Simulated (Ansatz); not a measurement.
**TePb under compression and expansion**

```yaml
crystal:
  lattice:
    - [0.00000, 3.22700, 3.22700]
    - [3.22700, 0.00000, 3.22700]
    - [3.22700, 3.22700, 0.00000]
  atoms:
    - { symbol: Te, position: [0.50000, 0.50000, 0.50000] }
    - { symbol: Pb, position: [0.00000, 0.00000, 0.00000] }
```

Conventional cell: a = 6.454 Å, b = 6.454 Å, c = 6.454 Å, α = 90.00°, β = 90.00°, γ = 90.00°. Around Te (atom 1) lie 6 Pb at 3.23 Å. Pb (atom 2) has 6 Te at 3.23 Å as nearest neighbours.

The cell is COD entry 9008696, as deposited and not checked against the literature; nothing was relaxed.

Spin–orbit coupling is left out, though it moves levels of the heavy atoms by tenths of an eV or more.

All numbers are computed: DFT, PBEsol, all-electron LAPW, scalar-relativistic (Ansatz 0.2.0); DFT, PBEsol, PAW with Ansatz's default frozen-core files, scalar-relativistic (Ansatz 0.2.0).

For LAPW: a Γ-centred 10×10×10 k mesh, Fermi–Dirac smearing of 0.03 eV, basis error target 0.5 meV/atom, no spin polarisation. PAW takes a cutoff of 420 eV at this cell (files made with PBE, cores remade for this functional). The Ansatz runs share mesh, smearing and spin set-up. Plane-wave (PAW) pressures include the program's estimate of the Pulay term.

The cell above is scaled evenly, with fractional coordinates and shape held.

```csv
V/V(cell),V (Å³/atom),"P, LAPW (GPa)","P, PAW (GPa)","gap on the k mesh, LAPW (eV)","free energy over the lowest listed, PAW (meV/atom)"
0.9400,31.588,2.90,2.89,0.51,15.6
0.9600,32.260,1.74,1.73,0.56,6.0
0.9800,32.932,0.70,0.69,0.61,0.9
0.9900,33.268,0.23,0.22,0.63,0.0
1.0000,33.604,-0.22,-0.23,0.66,0.0
1.0100,33.941,-0.65,-0.66,0.68,1.0
1.0200,34.277,-1.05,-1.06,0.70,2.8
1.0400,34.949,-1.79,-1.80,0.73,8.8
1.0600,35.621,-2.46,-2.47,0.77,17.8
```

Q: What do Birch–Murnaghan fits to the pressures give?

A: LAPW: V0 = 33.44 Å³/atom, B0 = 45 GPa, B0′ = 4.5; PAW: V0 = 33.43 Å³/atom, B0 = 45 GPa, B0′ = 4.5.

PAW's V0 lies -0.02 % from the all-electron value and its B0 0.0 %. Symmetry fixes shape and coordinates here, so this is the relaxed modulus.
